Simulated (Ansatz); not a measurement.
## Contact densities of SrTiO₃ against volume

```
CELL_PARAMETERS angstrom
3.90500 0.00000 0.00000
0.00000 3.90500 0.00000
0.00000 0.00000 3.90500
ATOMIC_POSITIONS crystal
Sr 0.00000 0.00000 0.00000
Ti 0.50000 0.50000 0.50000
O 0.00000 0.50000 0.50000
O 0.50000 0.00000 0.50000
O 0.50000 0.50000 0.00000
```

Atom numbers follow the list: Sr1, Ti2, O3, O4, O5.

The conventional cell has a = 3.905 Å, b = 3.905 Å, c = 3.905 Å, α = 90.00°, β = 90.00°, γ = 90.00°. Sr (atom 1) has 12 O at 2.76 Å as nearest neighbours. Ti (atom 2) is surrounded by 6 O at 1.95 Å. O (atom 3) has 2 Ti at 1.95 Å as nearest neighbours.

The cell is COD entry 7212245, as deposited and not checked against the literature; nothing was relaxed.

These are results of DFT, PBE, all-electron PAW with datasets made for the crystal, scalar-relativistic (Ansatz 0.2.0), not measurements.

The runs use a Γ-centred 7×7×7 k mesh, Fermi–Dirac smearing of 0.05 eV, cutoff 540 eV (chosen by the program for this cell), no spin polarisation.

The contact density is the mean electron density over the nuclear volume; its changes follow the s electrons' response to bonding and compression. Changes below are taken from the unscaled cell, where it is 401132 e/Å³ at Sr1, 56840 e/Å³ at Ti2, 2157.63 e/Å³ at O3.

Volumes at which the program chose other datasets or cutoffs are left out.

```
V/V(cell)  P (GPa)  Δρ(0) Sr1 (e/Å³)  Δρ(0) Ti2 (e/Å³)  Δρ(0) O3 (e/Å³)  Vzz O3 (10²¹ V/m²)
   0.9800      8.3              0.16              0.35            -0.06                1.02
   0.9900      6.2              0.08                 ?            -0.03                1.12
   1.0000      4.3              0.00              0.00             0.00                   ?
   1.0100      2.5             -0.08             -0.17             0.03                1.32
   1.0200      0.7             -0.15             -0.35             0.06                   ?
```

**Question.** Fill in "Vzz O3 (10²¹ V/m²)" for the row "1.0200".

**Answer.** 1.41.

**Question.** Fill in "Δρ(0) Ti2 (e/Å³)" for the row "0.9900".

**Answer.** 0.17.

**Question.** What belongs in the row "1.0000", column "Vzz O3 (10²¹ V/m²)"?

**Answer.** 1.22.

The datasets are made afresh for each cell, so very small changes are uncertain.
